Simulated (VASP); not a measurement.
A run of VASP 6.6.1 is set up as follows.

The input INCAR:

```
SYSTEM = AgBr
PREC = Accurate
ENCUT = 520
EDIFF = 1E-6
ISMEAR = 0
SIGMA = 0.01
LREAL = .FALSE.
LASPH = .TRUE.
NELM = 60
ALGO = Normal
ISIF = 2
LWAVE = .FALSE.
LCHARG = .FALSE.
GGA = PE
NBANDS = 16
```

Contents of KPOINTS:

```
regular mesh
0
G
  8 8 8
  0 0 0
```

Contents of POSCAR:

```
AgBr
1.0
    0.0000000000      2.9204202247      2.9204202247
    2.9204202247      0.0000000000      2.9204202247
    2.9204202247      2.9204202247      0.0000000000
Ag Br
1 1
Direct
    0.0000000000      0.0000000000      0.0000000000
    0.5000000000      0.5000000000      0.5000000000
```

Potentials or basis: VASP PAW PBE potentials, release 64 (Ag, Br).

Launch:

```sh
$ cat potpaw_PBE.64/Ag/POTCAR potpaw_PBE.64/Br/POTCAR > POTCAR
$ mpirun -np 1 vasp_std > vasp.out
```

Question: Predict the pressure.

Answer: 0.0 GPa.

Question: What does it give for the band gap on the k mesh?

Answer: 0.69 eV, indirect (least direct gap 2.44 eV).

A k mesh can miss the band edges.
